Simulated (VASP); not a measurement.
The system is Pt.

```
Pt
1.0
    -1.58422    1.58422    1.58422
     1.58422   -1.58422    1.58422
     1.58422    1.58422   -1.58422
Pt
1
Direct
  0.00000 0.00000 0.00000
```

This isn't the form of Pt at room conditions, which is fcc.

Base run:

* Program: VASP 6.6.1
* Functional: TPSS
* Potentials or basis: VASP PAW PBE potentials, release 64 (Pt)
* Cutoff: 520 eV
* k mesh: 12 × 12 × 12
* Occupations: fermi-dirac, width 0.05 eV
* Spin: no spin polarisation

Its results: pressure -6.4 GPa.

Task: The run is repeated on the same cell with these changes: functional from TPSS to SCAN. What comes out?

Result: Pressure -14.7 GPa.

Caveats: the PAW data sets were made with another functional, which shifts forces and pressure a little.
